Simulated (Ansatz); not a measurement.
**Compressing ZnS**

All numbers below come from Ansatz 0.2.0, DFT r2SCAN, scalar-relativistic, plane waves, PAW. Run with 500 eV cutoff, 6×6×4 k-mesh, Gaussian smearing of 0.02 eV, no spin polarisation.

Reference structure (relaxed):

```
CELL_PARAMETERS angstrom
3.80652 0.00000 0.00000
-1.90326 3.29654 0.00000
0.00000 0.00000 6.24480
ATOMIC_POSITIONS crystal
Zn 0.33333 0.66667 0.00034
Zn 0.66667 0.33333 0.50034
S 0.33333 0.66667 0.37466
S 0.66667 0.33333 0.87466
```

Cell and atoms are relaxed at each pressure within the symmetry of the start, at zero temperature, so transitions that lower the symmetry aren't seen. The k-mesh given is that at zero pressure and may differ at others. a, b and c are the lengths of the cell vectors above. Gaps are generalised Kohn–Sham gaps over the whole zone.

```tsv
P (GPa)	V (Å³/atom)	V/V0	a (Å)	b (Å)	c (Å)
-2	20.13	1.027	3.842	3.842	6.298
0	19.59	1.000	3.807	3.807	6.245
2	19.12	0.976	3.775	3.775	6.198
5	18.50	0.944	3.732	3.732	6.135
10	17.68	0.903	3.673	3.673	6.053
20	16.44	0.839	3.578	3.578	5.930
40	14.81	0.756	3.437	3.437	5.789
```

(1) What bulk modulus and pressure derivative fit these points?

(2) Which cell vector or vectors give way most up to 40 GPa?

(3) What does pressure do to the gap?

Results:

(1) A third-order Birch–Murnaghan fit gives B0 = 79 GPa and B0' = 4.2.

(2) a and b: the changes are a -9.7 %, b -9.7 %, c -7.3 %.

(3) The gaps are 2.65 eV at -2 GPa, 2.78 eV at 0 GPa, 2.89 eV at 2 GPa, 3.05 eV at 5 GPa, 3.26 eV at 10 GPa, 3.59 eV at 20 GPa, 3.16 eV at 40 GPa.